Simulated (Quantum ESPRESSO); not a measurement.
SrCl2:

```xyz
3
Lattice="0.0000 3.4884 3.4884 3.4884 0.0000 3.4884 3.4884 3.4884 0.0000" Properties=species:S:1:pos:R:3 pbc="T T T"
Sr    0.0000    0.0000    0.0000
Cl    5.2325    5.2325    5.2325
Cl    1.7442    1.7442    1.7442
```

Base run:

- Program: Quantum ESPRESSO 7.5
- Functional: PBEsol
- Potentials or basis: PseudoDojo 0.4.1 SR PBEsol standard
- Cutoff: 925 eV
- Density cutoff: 3701 eV
- k mesh: 4 × 4 × 4, shifted
- Occupations: fermi-dirac, width 0.05 eV
- Spin: no spin polarisation

Its results: pressure -1.1 GPa; electronic dielectric tensor (diagonal) 2.97.

Problem. The run is repeated on the same cell with these changes: functional from PBEsol to LDA; potentials or basis from PseudoDojo 0.4.1 SR PBEsol standard to PseudoDojo 0.4.1 SR LDA standard. What comes out?

Solution. Pressure -2.9 GPa; electronic dielectric tensor (diagonal) 3.01.

Not every run made on this cell is shown here.
